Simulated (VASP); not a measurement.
# Cd (P6_3/mmc) in VASP: notebook

One crystal, Cd, is run at these levels: PBE+D3(BJ), PBE, LDA; tasks: relaxation of cell and atoms.

Everything below comes from runs of VASP 6.6.1. Logs are shortened: lines on timing, memory, paths and dates and some standing lists are left out, and cuts for length are marked.

## Step 1: The structure

Symmetry: P6_3/mmc, No. 194, hexagonal system. Conventional cell: a = 2.979 Å, b = 2.979 Å, c = 5.618 Å, α = 90.00°, β = 90.00°, γ = 120.00°. Around Cd (site symmetry -6m2) lie 12 Cd at 2.98 to 3.29 Å.

## Step 2: Relaxation of cell and atoms, PBE+D3(BJ)

Contents of INCAR:

```
SYSTEM = Cd
PREC = Accurate ; ENCUT = 600
EDIFF = 1E-6 ; ISMEAR = 1
SIGMA = 0.1 ; LREAL = .FALSE.
LASPH = .TRUE. ; NELM = 80
ALGO = Normal ; ISIF = 3
LWAVE = .FALSE. ; LCHARG = .FALSE.
GGA = PE ; IVDW = 12
IBRION = 2 ; NSW = 90
EDIFFG = -0.01
```

Contents of KPOINTS:

```
regular mesh
0
G
  15 15 7
  0 0 0
```

Contents of POSCAR:

```
Cd
1.0
    2.9788700000      0.0000000000      0.0000000000
   -1.4894350000      2.5797770946      0.0000000000
    0.0000000000      0.0000000000      5.6176500000
Cd
2
Direct
    0.3333333333      0.6666666667      0.2500000000
    0.6666666667      0.3333333333      0.7500000000
```

Potentials or basis: VASP PAW PBE potentials, release 64 (Cd).

On the command line:

```bash
$ cat potpaw_PBE.64/Cd/POTCAR > POTCAR
$ mpirun -np 1 vasp_std > vasp.out
```

OUTCAR:

```text
SYSTEM = Cd
   PREC = Accurate
   ENCUT = 600
   EDIFF = 1E-6
   ISMEAR = 1
   LREAL = .FALSE.
   LASPH = .TRUE.
   NELM = 80
   ISIF = 3
   GGA = PE
   IVDW = 12
   IBRION = 2
   NSW = 90
   EDIFFG = -0.01
 IVDW          = 12

 ion  position               nearest neighbor table
   1  0.333  0.667  0.250-   2 3.29   2 3.29   2 3.29   2 3.29   2 3.29   2 3.29
   2  0.667  0.333  0.750-   1 3.29   1 3.29   1 3.29   1 3.29   1 3.29   1 3.29

  LATTYP: Found a hexagonal cell.
 ALAT       =     2.9788700000
 C/A-ratio  =     1.8858325472

  Lattice vectors:

 A1 = (   2.9788700000,   0.0000000000,   0.0000000000)
 A2 = (  -1.4894350000,   2.5797770946,   0.0000000000)
 A3 = (   0.0000000000,   0.0000000000,   5.6176500000)

Analysis of symmetry for initial positions (statically):
=====================================================================
 Subroutine PRICEL returns:
 Original cell was already a primitive cell.

 Routine SETGRP: Setting up the symmetry group for a
 hexagonal supercell.

 Subroutine GETGRP returns: Found 24 space group operations
 (whereof 12 operations were pure point group operations)
 out of a pool of 24 trial point group operations.

The static configuration has the point symmetry D_3d.
 The point group associated with its full space group is D_6h.

Analysis of symmetry for dynamics (positions and initial velocities):
=====================================================================
 Subroutine PRICEL returns:
 Original cell was already a primitive cell.

 Routine SETGRP: Setting up the symmetry group for a
 hexagonal supercell.

 Subroutine GETGRP returns: Found 24 space group operations
 (whereof 12 operations were pure point group operations)
 out of a pool of 24 trial point group operations.

The dynamic configuration has the point symmetry D_3d.
 The point group associated with its full space group is D_6h.

 Subroutine INISYM returns: Found 24 space group operations
 (whereof 12 operations are pure point group operations),
 and found     1 'primitive' translations

----------------------------------------------------------------------------------------

                                     Primitive cell

  volume of cell :      43.1706

  direct lattice vectors                    reciprocal lattice vectors
     2.978870000  0.000000000  0.000000000     0.335697765  0.193815195  0.000000000
    -1.489435000  2.579777095  0.000000000     0.000000000  0.387630389  0.000000000
     0.000000000  0.000000000  5.617650000     0.000000000  0.000000000  0.178010378

  length of vectors
     2.978870000  2.978870000  5.617650000     0.387630390  0.387630389  0.178010378

  position of ions in fractional coordinates (direct lattice)
     0.333333333  0.666666667  0.250000000
     0.666666667  0.333333333  0.750000000

  ion indices of the primitive-cell ions
   primitive index   ion index
                 1           1
                 2           2

----------------------------------------------------------------------------------------

 KPOINTS: regular mesh

Automatic generation of k-mesh.
 Grid dimensions read from file:
 generate k-points for:   15   15    7

 Generating k-lattice:

  Cartesian coordinates                     Fractional coordinates (reciprocal lattice)
     0.022379851  0.012921013  0.000000000     0.066666667  0.000000000  0.000000000
     0.000000000  0.025842026  0.000000000     0.000000000  0.066666667  0.000000000
[... 58 lines left out ...]
   EDIFF  = 0.1E-05   stopping-criterion for ELM
   LREAL  =      F    real-space projection
   EDIFFG = -.1E-01   stopping-criterion for IOM
   NSW    =     90    number of steps for IOM
   IBRION =      2    ionic relax: 0-MD 1-quasi-New 2-CG
   NFREE  =      1    steps in history (QN), initial steepest desc. (CG)
   ISIF   =      3    stress and relaxation
   ISYM   =      2    0-nonsym 1-usesym 2-fastsym
   POTIM  = 0.5000    time-step for ionic-motion
   TEBEG  =    0.0;   TEEND  =   0.0 temperature during run
   PSTRESS=    0.0 pullay stress
   NELECT =      24.0000    total number of electrons
   NUPDOWN=      -1.0000    fix difference up-down
   EMIN   =  10.00;   EMAX   =-10.00  energy-range for DOS
   EFERMI =   0.00;   METHOD = LEGACY
   ISMEAR =     1;   SIGMA  =   0.10  broadening in eV -4-tet -1-fermi 0-gaus
   EFERMI_NEDOS =   21; number of points for ismear=-14 and -15
   IALGO  =     38    algorithm
   IMIX   =      4    mixing-type and parameters
     AMIX     =   0.40;   BMIX     =  1.00
     AMIX_MAG =   1.60;   BMIX_MAG =  1.00
  volume/ion in A,a.u.               =      21.59       145.66
  Fermi-wavevector in a.u.,A,eV,Ry     =   1.346116  2.543790 24.654136  1.812028
  Thomas-Fermi vector in A             =   2.473974
   LORBIT       =      0    0 simple, 1 ext, 2 COOP (PROOUT), +10 PAW based schemes
   GGA     = PE    functional components
   LHFCALC =     F    Hartree Fock is set to
   AEXX    =    0.0000 exact exchange contribution
   IVDW    =    12    specifies the selected vdW correction
   LEPSILON=     F    determine dielectric tensor
   LRPA    =     F    only Hartree local field effects (RPA)
 conjugate gradient relaxation of ions
 non-spin polarized calculation
 Methfessel and Paxton  Order N= 1 SIGMA  =   0.10
  energy-cutoff  :      600.00
  volume of cell :       43.17
 maximum number of plane-waves:      1460
 NGX is ok and might be reduce to    24
   NGX = 11   NGY = 11   NGZ = 23

--------------------------------------- Ionic step        1  -------------------------------------------

 number of electron      24.0000000 magnetization

 Free energy of the ion-electron system (eV)
  ---------------------------------------------------
  ext. energy  EPLUGINS =         0.00000000
  ---------------------------------------------------
  free energy    TOTEN  =        -1.47177123 eV

  energy without entropy =       -1.47164899  energy(sigma->0) =       -1.47173049

------------------------ aborting loop because EDIFF is reached ----------------------------------------

 Edisp (eV)   -0.88752

 E8    (eV) :    -0.3941

  FORCE on cell =-STRESS in cart. coord.  units (eV):
  Direction    XX          YY          ZZ          XY          YZ          ZX
  --------------------------------------------------------------------------------------
  -------------------------------------------------------------------------------------
  Total      -0.11156    -0.11156    -0.04472     0.00000    -0.00000     0.00000
  in kB      -4.14019    -4.14019    -1.65961     0.00000    -0.00000     0.00000
  external pressure =       -3.31 kB  Pullay stress =        0.00 kB

 VOLUME and BASIS-vectors are now :
 -----------------------------------------------------------------------------
  energy-cutoff  :      600.00
  volume of cell :       43.17
      direct lattice vectors                 reciprocal lattice vectors
     2.978870000  0.000000000  0.000000000     0.335697765  0.193815195  0.000000000
    -1.489435000  2.579777095  0.000000000     0.000000000  0.387630389  0.000000000
     0.000000000  0.000000000  5.617650000     0.000000000  0.000000000  0.178010378

 POSITION                                       TOTAL-FORCE (eV/Angst)
 -----------------------------------------------------------------------------------
     -0.00000      1.71985      1.40441        -0.000000     -0.000000      0.000000
      1.48944      0.85993      4.21324         0.000000      0.000000      0.000000
 -----------------------------------------------------------------------------------
    total drift:                               -0.000000      0.000000      0.000000

  FREE ENERGIE OF THE ION-ELECTRON SYSTEM (eV)
  ---------------------------------------------------
  free  energy   TOTEN  =        -2.3592961268 eV

  energy  without entropy=       -2.3591738814  energy(sigma->0) =       -2.35925538

--------------------------------------- Ionic step        2  -------------------------------------------

 number of electron      24.0000004 magnetization

 Free energy of the ion-electron system (eV)
  ---------------------------------------------------
  ext. energy  EPLUGINS =         0.00000000
  ---------------------------------------------------
  free energy    TOTEN  =        -1.46619373 eV

  energy without entropy =       -1.46602230  energy(sigma->0) =       -1.46613659

 E-fermi :   3.1683     XC(G=0): -11.0678

 val. band max:        3.0912221700   @ k =   0.1333   0.1333   0.1429
 cond. band min:       3.1727574434   @ k =   0.3333   0.3333   0.1429
 fundamental gap:      0.0815352733
 Fermi energy:         3.1682794506

 k-point     1 :       0.0000    0.0000    0.0000
  band No.  band energies     occupation
      1      -6.9026      2.00000
      2      -6.6350      2.00000
      3      -6.2625      2.00000
      4      -6.2625      2.00000
      5      -6.2111      2.00000
      6      -6.2111      2.00000
[... 433 lines left out ...]
      3      -6.4601      2.00000
      4      -6.1671      2.00000
      5      -6.1360      2.00000
      6      -5.9211      2.00000
[... 8 lines left out ...]
     15       6.9720      0.00000
     16       7.0859      0.00000

 [... further k-points ...]

------------------------ aborting loop because EDIFF is reached ----------------------------------------

 Edisp (eV)   -0.89340

 E8    (eV) :    -0.3967

  FORCE on cell =-STRESS in cart. coord.  units (eV):
  Direction    XX          YY          ZZ          XY          YZ          ZX
  --------------------------------------------------------------------------------------
  -------------------------------------------------------------------------------------
  Total      -0.01333    -0.01333     0.00379     0.00000    -0.00000     0.00000
  in kB      -0.49803    -0.49803     0.14140     0.00000    -0.00000     0.00000
  external pressure =       -0.28 kB  Pullay stress =        0.00 kB

 VOLUME and BASIS-vectors are now :
 -----------------------------------------------------------------------------
  energy-cutoff  :      600.00
  volume of cell :       42.89
      direct lattice vectors                 reciprocal lattice vectors
     2.970854118  0.000000000  0.000000000     0.336603536  0.194338142  0.000000000
    -1.485427059  2.572835137 -0.000000000     0.000000000  0.388676284  0.000000000
     0.000000000 -0.000000000  5.611590456     0.000000000  0.000000000  0.178202598

 POSITION                                       TOTAL-FORCE (eV/Angst)
 -----------------------------------------------------------------------------------
     -0.00000      1.71522      1.40290        -0.000000     -0.000000     -0.000000
      1.48543      0.85761      4.20869         0.000000      0.000000      0.000000
 -----------------------------------------------------------------------------------
    total drift:                               -0.000000      0.000000      0.000000

  FREE ENERGIE OF THE ION-ELECTRON SYSTEM (eV)
  ---------------------------------------------------
  free  energy   TOTEN  =        -2.3595945709 eV

  energy  without entropy=       -2.3594231369  energy(sigma->0) =       -2.35953743

 reached required accuracy - stopping structural energy minimisation
```

It took 28 s on 1 thread of Intel Xeon 6975P-C (Granite Rapids), shared host; peak memory 0.23 GiB.

Results:

| Item | Value |
| --- | --- |
| Free energy | -2.3596 eV |
| Relaxed volume | 21.45 Å³/atom |
| Relaxed cell | a = 2.971 Å, b = 2.971 Å, c = 5.612 Å, α = 90.00°, β = 90.00°, γ = 120.00° |
| Space group after relaxing (to 0.05 Å) | P6_3/mmc (No. 194) |
| Energy gained by relaxing | 0.1 meV/atom |
| Ionic steps | 2 |
| Pressure after relaxing | 0.0 GPa |
| Band gap on the k mesh | none (metal or under the smearing width) |
| Dispersion energy per atom | -0.447 eV |

The path:
| step | energy change (eV) | largest force (eV/Å) | pressure (GPa) | volume (Å³) |
| --- | --- | --- | --- | --- |
| 1 | 0.0000 | 0.0000 | -0.33 | 43.17 |
| 2 | -0.0003 | 0.0000 | -0.03 | 42.89 |

Final structure:
```yaml
crystal:
  lattice:
    - [2.97085, 0.00000, 0.00000]
    - [-1.48543, 2.57284, 0.00000]
    - [0.00000, 0.00000, 5.61159]
  atoms:
    - { symbol: Cd, position: [0.33333, 0.66667, 0.25000] }
    - { symbol: Cd, position: [0.66667, 0.33333, 0.75000] }
```

Levels at points of the mesh, in eV from the Fermi level:
| k point | band 9 | band 10 | band 11 | band 12 | band 13 | band 14 | band 15 | band 16 |
| --- | --- | --- | --- | --- | --- | --- | --- | --- |
| (0.00, 0.00, 0.00) | -8.90 | -8.64 | -8.64 | -3.22 | -3.19 | 10.42 | 14.36 | 14.76 |

Caveat: pairwise dispersion overbinds metals, which lowers pressure and volume.

## Step 3: Relaxation of cell and atoms, PBE+D3(BJ)

This run uses another cell than the first one, of 21.45 Å³/atom, 0.994 times its volume.

Contents of INCAR:

```
SYSTEM = Cd
PREC = Accurate ; ENCUT = 600
EDIFF = 1E-7 ; ISMEAR = 1
SIGMA = 0.1 ; LREAL = .FALSE.
LASPH = .TRUE. ; NELM = 80
ALGO = Normal ; ISIF = 3
LWAVE = .FALSE. ; LCHARG = .FALSE.
GGA = PE ; IVDW = 12
IBRION = 2 ; NSW = 90
EDIFFG = -0.005
```

KPOINTS is that of step 2.

Contents of POSCAR:

```
Cd                                      
1.0
    2.9708541182      0.0000000000      0.0000000000
   -1.4854270591      2.5728351374     -0.0000000000
    0.0000000000     -0.0000000000      5.6115904563
  Cd            
     2
Direct
     0.3333333332999970    0.6666666667000030    0.2500000000000000
     0.6666666667000030    0.3333333332999970    0.7500000000000000
```

Potentials or basis: VASP PAW PBE potentials, release 64 (Cd).

On the command line:

```bash
$ cat potpaw_PBE.64/Cd/POTCAR > POTCAR
$ mpirun -np 1 vasp_std > vasp.out
```

Run time: 65 s. Hardware: 1 thread of Intel Xeon 6975P-C (Granite Rapids), shared host; peak memory 0.23 GiB.

Results (log left out):

| Quantity | Value |
| --- | --- |
| Free energy | -2.3595 eV |
| Relaxed volume | 21.49 Å³/atom |
| Relaxed cell | a = 2.969 Å, b = 2.969 Å, c = 5.630 Å, α = 90.00°, β = 90.00°, γ = 120.00° |
| Space group after relaxing (to 0.05 Å) | P6_3/mmc (No. 194) |
| Energy gained by relaxing | 0.0 meV/atom |
| Ionic steps | 6 |
| Pressure after relaxing | 0.0 GPa |
| Band gap on the k mesh | none (metal or under the smearing width) |
| Dispersion energy per atom | -0.446 eV |

Final structure:
```yaml
crystal:
  lattice:
    - [2.96875, 0.00000, 0.00000]
    - [-1.48438, 2.57102, 0.00000]
    - [0.00000, 0.00000, 5.62980]
  atoms:
    - { symbol: Cd, position: [0.33333, 0.66667, 0.25000] }
    - { symbol: Cd, position: [0.66667, 0.33333, 0.75000] }
```

Levels at points of the mesh, in eV from the Fermi level:
| k point | band 10 | band 11 | band 12 | band 13 | band 14 | band 15 |
| --- | --- | --- | --- | --- | --- | --- |
| (0.00, 0.00, 0.00) | -8.64 | -8.64 | -3.23 | -3.22 | 10.31 | 14.39 |

Caveat: pairwise dispersion overbinds metals, which lowers pressure and volume.

## Step 4: Relaxation of cell and atoms, PBE

Contents of INCAR:

```
SYSTEM = Cd
  PREC = Accurate
  ENCUT = 300
  EDIFF = 1E-6
  ISMEAR = 1
  SIGMA = 0.1
  LREAL = .False.
  LASPH = .True.
  NELM = 80
  ALGO = Normal
  ISIF = 3
  LWAVE = .False.
  LCHARG = .False.
  GGA = PE
  IBRION = 2
  NSW = 90
  EDIFFG = -0.01
```

Contents of KPOINTS:

```
regular mesh
0
Gamma
  8 8 4
  0 0 0
```

Contents of POSCAR:

```
Cd
1.0
    2.9788700000      0.0000000000      0.0000000000
   -1.4894350000      2.5797770946      0.0000000000
    0.0000000000      0.0000000000      5.6176500000
Cd
2
Direct
    0.3333333333      0.6666666667      0.2500000000
    0.6666666667      0.3333333333      0.7500000000
```

On the command line:

```bash
$ cat potpaw_PBE.64/Cd/POTCAR > POTCAR
$ mpirun -np 1 vasp_std > vasp.out
```

It took 58 s on 1 thread of Intel Xeon Platinum 8559C (Emerald Rapids), shared host; peak memory 0.13 GiB.

The run converged, but some of its settings lie outside the range that counts as converged, so its numbers aren't taken as properties of the crystal.

Results:

| Item | Value |
| --- | --- |
| Free energy | -1.4845 eV |
| Relaxed volume | 22.49 Å³/atom |
| Relaxed cell | a = 3.079 Å, b = 3.079 Å, c = 5.479 Å, α = 90.00°, β = 90.00°, γ = 120.00° |
| Space group after relaxing (to 0.05 Å) | P6_3/mmc (No. 194) |
| Energy gained by relaxing | 20.0 meV/atom |
| Ionic steps | 18 |
| Band gap on the k mesh | none (metal or under the smearing width) |

Caveat: the cutoff is under 1.25 times the usual one of these potentials, so pressure, stress and relaxed cells hold a basis-set (Pulay) error.

(Continued in part 2 of 3.)
